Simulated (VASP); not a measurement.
# Sn (Fd-3m) in VASP: band structure with PBE

Aim: the band structure of Sn with PBE.

Program: VASP 6.6.1. These are calculated values, not measurements. Logs are shortened: lines on timing, memory, paths and dates and some standing lists are left out, and cuts for length are marked.

### Step 1. Starting point

The structure is cubic, space group Fd-3m (No. 227). Conventional cell: a = 6.685 Å, b = 6.685 Å, c = 6.685 Å, α = 90.00°, β = 90.00°, γ = 90.00°. Sn (site symmetry -43m) is surrounded by 4 Sn at 2.89 Å.

This isn't the form of Sn at room conditions, which is tetragonal (white tin).

### Step 2. Band structure, PBE

Contents of INCAR:

```
SYSTEM = Sn
PREC = Accurate
ENCUT = 520
EDIFF = 1E-7
ISMEAR = 0
SIGMA = 0.02
LREAL = .False.
LASPH = .True.
NELM = 100
ALGO = Fast
ISIF = 2
LWAVE = .False.
LCHARG = .False.
GGA = PE
```

Contents of KPOINTS:

```
Automatic mesh
0
Gamma
  4 4 4
  0 0 0
```

Contents of POSCAR:

```
Sn                                      
1.0
    0.0000000000      3.3426579177      3.3426579177
    3.3426579177      0.0000000000      3.3426579177
    3.3426579177      3.3426579177      0.0000000000
  Sn            
     2
Direct
     0.0000000000000000    0.0000000000000000    0.0000000000000000
     0.2500000000000000    0.2500000000000000    0.2500000000000000
```

Contents of KPOINTS_OPT:

```
path GXWKGLUWLK,UX
10
line-mode
reciprocal
 0.0000000000  0.0000000000  0.0000000000  G
 0.5000000000  0.0000000000  0.5000000000  X

 0.5000000000  0.0000000000  0.5000000000  X
 0.5000000000  0.2500000000  0.7500000000  W

 0.5000000000  0.2500000000  0.7500000000  W
 0.3750000000  0.3750000000  0.7500000000  K

 0.3750000000  0.3750000000  0.7500000000  K
 0.0000000000  0.0000000000  0.0000000000  G

 0.0000000000  0.0000000000  0.0000000000  G
 0.5000000000  0.5000000000  0.5000000000  L

 0.5000000000  0.5000000000  0.5000000000  L
 0.6250000000  0.2500000000  0.6250000000  U

 0.6250000000  0.2500000000  0.6250000000  U
 0.5000000000  0.2500000000  0.7500000000  W

 0.5000000000  0.2500000000  0.7500000000  W
 0.5000000000  0.5000000000  0.5000000000  L

 0.5000000000  0.5000000000  0.5000000000  L
 0.3750000000  0.3750000000  0.7500000000  K

 0.6250000000  0.2500000000  0.6250000000  U
 0.5000000000  0.0000000000  0.5000000000  X
```

Potentials or basis: VASP PAW PBE potentials, release 64 (Sn_d).

Launch:

```sh
> cat potpaw_PBE.64/Sn_d/POTCAR > POTCAR
> mpirun -np 1 vasp_std > vasp.out
```

OUTCAR:

```text
SYSTEM = Sn
   PREC = Accurate
   ENCUT = 520
   EDIFF = 1E-7
   ISMEAR = 0
   LREAL = .False.
   LASPH = .True.
   NELM = 100
   ISIF = 2
   GGA = PE

 ion  position               nearest neighbor table
   1  0.000  0.000  0.000-   2 2.89   2 2.89   2 2.89   2 2.89
   2  0.250  0.250  0.250-   1 2.89   1 2.89   1 2.89   1 2.89

  LATTYP: Found a face centered cubic cell.
 ALAT       =     6.6853158354

  Lattice vectors:

 A1 = (   0.0000000000,   3.3426579177,   3.3426579177)
 A2 = (   3.3426579177,   0.0000000000,   3.3426579177)
 A3 = (   3.3426579177,   3.3426579177,   0.0000000000)

Analysis of symmetry for initial positions (statically):
=====================================================================
 Subroutine PRICEL returns:
 Original cell was already a primitive cell.

 Routine SETGRP: Setting up the symmetry group for a
 face centered cubic supercell.

 Subroutine GETGRP returns: Found 48 space group operations
 (whereof 24 operations were pure point group operations)
 out of a pool of 48 trial point group operations.

The static configuration has the point symmetry T_d .
 The point group associated with its full space group is O_h .

Analysis of symmetry for dynamics (positions and initial velocities):
=====================================================================
 Subroutine PRICEL returns:
 Original cell was already a primitive cell.

 Routine SETGRP: Setting up the symmetry group for a
 face centered cubic supercell.

 Subroutine GETGRP returns: Found 48 space group operations
 (whereof 24 operations were pure point group operations)
 out of a pool of 48 trial point group operations.

The dynamic configuration has the point symmetry T_d .
 The point group associated with its full space group is O_h .

 Subroutine INISYM returns: Found 48 space group operations
 (whereof 24 operations are pure point group operations),
 and found     1 'primitive' translations

----------------------------------------------------------------------------------------

                                     Primitive cell

  volume of cell :      74.6975

  direct lattice vectors                    reciprocal lattice vectors
     0.000000000  3.342657918  3.342657918    -0.149581564  0.149581564  0.149581564
     3.342657918  0.000000000  3.342657918     0.149581564 -0.149581564  0.149581564
     3.342657918  3.342657918  0.000000000     0.149581564  0.149581564 -0.149581564

  length of vectors
     4.727232162  4.727232162  4.727232162     0.259082869  0.259082869  0.259082869

  position of ions in fractional coordinates (direct lattice)
     0.000000000  0.000000000  0.000000000
     0.250000000  0.250000000  0.250000000

  ion indices of the primitive-cell ions
   primitive index   ion index
                 1           1
                 2           2

----------------------------------------------------------------------------------------

 KPOINTS: Automatic mesh

Automatic generation of k-mesh.
 Grid dimensions read from file:
 generate k-points for:    4    4    4

 Generating k-lattice:

  Cartesian coordinates                     Fractional coordinates (reciprocal lattice)
    -0.037395391  0.037395391  0.037395391     0.250000000  0.000000000  0.000000000
     0.037395391 -0.037395391  0.037395391     0.000000000  0.250000000  0.000000000
     0.037395391  0.037395391 -0.037395391     0.000000000  0.000000000  0.250000000

  Length of vectors
     0.064770717  0.064770717  0.064770717

  Shift w.r.t. Gamma in fractional coordinates (k-lattice)
     0.000000000  0.000000000  0.000000000

 Subroutine IBZKPT returns following result:
 ===========================================

 Found      8 irreducible k-points:

 Following reciprocal coordinates:
            Coordinates               Weight
  0.000000  0.000000  0.000000      1.000000
  0.250000  0.000000  0.000000      8.000000
  0.500000  0.000000  0.000000      4.000000
  0.250000  0.250000  0.000000      6.000000
  0.500000  0.250000  0.000000     24.000000
 -0.250000  0.250000  0.000000     12.000000
  0.500000  0.500000  0.000000      3.000000
 -0.250000  0.500000  0.250000      6.000000
   k-points           NKPTS =      8   k-points in BZ     NKDIM =      8   number of bands    NBANDS=     18
   number of dos      NEDOS =    301   number of ions     NIONS =      2
   total plane-waves  NPLWV =  46656
   dimension x,y,z NGX =    36 NGY =   36 NGZ =   36
   dimension x,y,z NGXF=    72 NGYF=   72 NGZF=   72
   ions per type =               2
   NGX,Y,Z   is equivalent  to a cutoff of  12.66, 12.66, 12.66 a.u.
   NGXF,Y,Z  is equivalent  to a cutoff of  25.32, 25.32, 25.32 a.u.
 SYSTEM =  Sn
   PREC   = accura    normal or accurate (medium, high low for compatibility)
   ISTART =      0    job   : 0-new  1-cont  2-samecut
   ICHARG =      2    charge: 1-file 2-atom 10-const
   ISPIN  =      1    spin polarized calculation?
   LNONCOLLINEAR =      F non collinear calculations
   LSORBIT =      F    spin-orbit coupling
   LASPH  =      T    aspherical Exc in radial PAW
   ENCUT  =  520.0 eV  38.22 Ry    6.18 a.u.   8.79  8.79  8.79*2*pi/ulx,y,z
   NELM   =    100;   NELMIN=  2; NELMDL= -5     # of ELM steps
   EDIFF  = 0.1E-06   stopping-criterion for ELM
   LREAL  =      F    real-space projection
   EDIFFG = 0.1E-05   stopping-criterion for IOM
   NSW    =      0    number of steps for IOM
   IBRION =     -1    ionic relax: 0-MD 1-quasi-New 2-CG
   NFREE  =      0    steps in history (QN), initial steepest desc. (CG)
   ISIF   =      2    stress and relaxation
   ISYM   =      2    0-nonsym 1-usesym 2-fastsym
   POTIM  = 0.5000    time-step for ionic-motion
   TEBEG  =    0.0;   TEEND  =   0.0 temperature during run
   PSTRESS=    0.0 pullay stress
   NELECT =      28.0000    total number of electrons
   NUPDOWN=      -1.0000    fix difference up-down
   EMIN   =  10.00;   EMAX   =-10.00  energy-range for DOS
   EFERMI =   0.00;   METHOD = LEGACY
   ISMEAR =     0;   SIGMA  =   0.02  broadening in eV -4-tet -1-fermi 0-gaus
   EFERMI_NEDOS =   21; number of points for ismear=-14 and -15
   IALGO  =     68    algorithm
   IMIX   =      4    mixing-type and parameters
     AMIX     =   0.40;   BMIX     =  1.00
     AMIX_MAG =   1.60;   BMIX_MAG =  1.00
  volume/ion in A,a.u.               =      37.35       252.04
  Fermi-wavevector in a.u.,A,eV,Ry     =   1.180390  2.230614 18.957282  1.393321
  Thomas-Fermi vector in A             =   2.316683
   LORBIT       =      0    0 simple, 1 ext, 2 COOP (PROOUT), +10 PAW based schemes
   GGA     = PE    functional components
   LHFCALC =     F    Hartree Fock is set to
   AEXX    =    0.0000 exact exchange contribution
   IVDW    =     0    specifies the selected vdW correction
   LEPSILON=     F    determine dielectric tensor
   LRPA    =     F    only Hartree local field effects (RPA)
 non-spin polarized calculation
 RMM-DIIS sequential band-by-band and
 Gauss-broadening in eV      SIGMA  =   0.02
  energy-cutoff  :      520.00
  volume of cell :       74.70
 maximum number of plane-waves:      2044
   NGX = 17   NGY = 17   NGZ = 17

 number of electron      28.0000015 magnetization

 Free energy of the ion-electron system (eV)
  ---------------------------------------------------
  ext. energy  EPLUGINS =         0.00000000
  ---------------------------------------------------
  free energy    TOTEN  =        -7.51898776 eV

  energy without entropy =       -7.51828252  energy(sigma->0) =       -7.51863514

 E-fermi :   4.6023     XC(G=0):  -8.4656

 val. band max:        4.6022574978   @ k =   0.5000   0.0000   0.0000
 cond. band min:       4.8563829802   @ k =   0.0000   0.0000   0.0000
 fundamental gap:      0.2541254824
 Fermi energy:         4.6022574978

 k-point     1 :       0.0000    0.0000    0.0000
  band No.  band energies     occupation
      1     -16.7452      2.00000
      2     -16.7452      2.00000
      3     -16.7452      2.00000
      4     -16.6977      2.00000
      5     -16.6977      2.00000
      6     -16.4539      2.00000
[... 10 lines left out ...]
     17       6.9036      0.00000
     18       6.9036      0.00000

 k-point     2 :       0.2500    0.0000    0.0000
  band No.  band energies     occupation
      1     -16.7652      2.00000
      2     -16.7652      2.00000
      3     -16.7345      2.00000
      4     -16.6671      2.00000
      5     -16.6671      2.00000
      6     -16.4925      2.00000
[... 10 lines left out ...]
     17       7.7338      0.00000
     18       8.9381      0.00000

 k-point     3 :       0.5000    0.0000    0.0000
  band No.  band energies     occupation
      1     -16.7740      2.00000
      2     -16.7740      2.00000
      3     -16.7229      2.00000
      4     -16.6503      2.00000
      5     -16.6503      2.00000
      6     -16.5061      2.00000
[... 10 lines left out ...]
     17       7.9489      0.00000
     18      10.4672      0.00000

 k-point     4 :       0.2500    0.2500    0.0000
  band No.  band energies     occupation
      1     -16.7673      2.00000
      2     -16.7673      2.00000
      3     -16.7459      2.00000
      4     -16.6612      2.00000
      5     -16.6240      2.00000
      6     -16.5556      2.00000
[... 10 lines left out ...]
     17       9.3087      0.00000
     18       9.3087      0.00000

 k-point     5 :       0.5000    0.2500    0.0000
  band No.  band energies     occupation
      1     -16.7966      2.00000
      2     -16.7813      2.00000
      3     -16.6967      2.00000
      4     -16.6228      2.00000
      5     -16.6001      2.00000
      6     -16.5780      2.00000
[... 10 lines left out ...]
     17       9.1941      0.00000
     18       9.6822      0.00000

 k-point     6 :      -0.2500    0.2500    0.0000
  band No.  band energies     occupation
      1     -16.7917      2.00000
      2     -16.7821      2.00000
      3     -16.6932      2.00000
      4     -16.6483      2.00000
      5     -16.6208      2.00000
      6     -16.5385      2.00000
[... 10 lines left out ...]
     17       8.7581      0.00000
     18       8.9157      0.00000

 k-point     7 :       0.5000    0.5000    0.0000
  band No.  band energies     occupation
      1     -16.7863      2.00000
      2     -16.7863      2.00000
      3     -16.6768      2.00000
      4     -16.6768      2.00000
      5     -16.5741      2.00000
      6     -16.5741      2.00000
[... 10 lines left out ...]
     17      11.9306      0.00000
     18      11.9306      0.00000

 k-point     8 :      -0.2500    0.5000    0.2500
  band No.  band energies     occupation
      1     -16.7993      2.00000
      2     -16.7993      2.00000
      3     -16.6331      2.00000
      4     -16.6331      2.00000
      5     -16.5802      2.00000
      6     -16.5802      2.00000
[... 10 lines left out ...]
     17       8.7710      0.00000
     18       8.7710      0.00000

------------------------ aborting loop because EDIFF is reached ----------------------------------------

  FORCE on cell =-STRESS in cart. coord.  units (eV):
  Direction    XX          YY          ZZ          XY          YZ          ZX
  --------------------------------------------------------------------------------------
  -------------------------------------------------------------------------------------
  Total       -0.0023589     -0.0023589     -0.0023589      0.0000000      0.0000000      0.0000000
  in kB       -0.0505966     -0.0505966     -0.0505966      0.0000000      0.0000000      0.0000000
  external PRESSURE =      -0.0505966 kB  Pullay stress =       0.0000000 kB

 VOLUME and BASIS-vectors are now :
 -----------------------------------------------------------------------------
  energy-cutoff  :      520.00
  volume of cell :       74.70
      direct lattice vectors                 reciprocal lattice vectors
     0.000000000  3.342657918  3.342657918    -0.149581564  0.149581564  0.149581564
     3.342657918  0.000000000  3.342657918     0.149581564 -0.149581564  0.149581564
     3.342657918  3.342657918  0.000000000     0.149581564  0.149581564 -0.149581564

 POSITION                                       TOTAL-FORCE (eV/Angst)
 -----------------------------------------------------------------------------------
      0.00000      0.00000      0.00000        -0.000000     -0.000000     -0.000000
      1.67133      1.67133      1.67133         0.000000      0.000000      0.000000
 -----------------------------------------------------------------------------------
    total drift:                                0.000000      0.000000      0.000000

  FREE ENERGIE OF THE ION-ELECTRON SYSTEM (eV)
  ---------------------------------------------------
  free  energy   TOTEN  =        -7.5189877558 eV

  energy  without entropy=       -7.5182825188  energy(sigma->0) =       -7.51863514
```

Wall time 71 s (1 thread of Intel Xeon Platinum 8488C (Sapphire Rapids), shared host); peak memory 0.2 GiB.

Results:

```yaml
Free_energy: -7.5190 eV
Pressure: 0.0 GPa
Band_gap_along_the_path: none (metal or under the smearing width)
```

Levels at the corners of the path, in eV from the Fermi level:
```csv
point,band 10,band 11,band 12,band 13,band 14,band 15,band 16,band 17,band 18
Γ,-21.06,-9.87,-1.07,0.25,0.25,0.25,2.30,2.30,2.30
X,-21.00,-7.06,-7.06,-2.02,-2.02,1.08,1.08,7.33,7.33
X,-21.00,-7.06,-7.06,-2.02,-2.02,1.08,1.08,7.33,7.33
W,-20.99,-7.02,-7.02,-2.52,-2.52,3.32,3.32,4.17,4.17
W,-20.99,-7.02,-7.02,-2.52,-2.52,3.32,3.32,4.17,4.17
K,-20.98,-7.45,-6.61,-2.82,-1.70,1.30,3.38,5.56,5.84
K,-20.98,-7.45,-6.61,-2.82,-1.70,1.30,3.38,5.56,5.84
Γ,-21.06,-9.87,-1.07,0.25,0.25,0.25,2.30,2.30,2.30
Γ,-21.06,-9.87,-1.07,0.25,0.25,0.25,2.30,2.30,2.30
L,-21.01,-8.42,-5.83,-0.82,-0.82,0.00,3.35,3.35,5.86
L,-21.01,-8.42,-5.83,-0.82,-0.82,0.00,3.35,3.35,5.86
U,-20.98,-7.45,-6.61,-2.82,-1.70,1.30,3.38,5.56,5.84
U,-20.98,-7.45,-6.61,-2.82,-1.70,1.30,3.38,5.56,5.84
W,-20.99,-7.02,-7.02,-2.52,-2.52,3.32,3.32,4.17,4.17
W,-20.99,-7.02,-7.02,-2.52,-2.52,3.32,3.32,4.17,4.17
L,-21.01,-8.42,-5.83,-0.82,-0.82,0.00,3.35,3.35,5.86
L,-21.01,-8.42,-5.83,-0.82,-0.82,0.00,3.35,3.35,5.86
K,-20.98,-7.45,-6.61,-2.82,-1.70,1.30,3.38,5.56,5.84
U,-20.98,-7.45,-6.61,-2.82,-1.70,1.30,3.38,5.56,5.84
X,-21.00,-7.06,-7.06,-2.02,-2.02,1.08,1.08,7.33,7.33
```

Caveat: the k mesh is coarse (spacing up to 0.41 Å⁻¹), so the values aren't converged; spin-orbit coupling is left out, which moves the levels of the heavy elements.
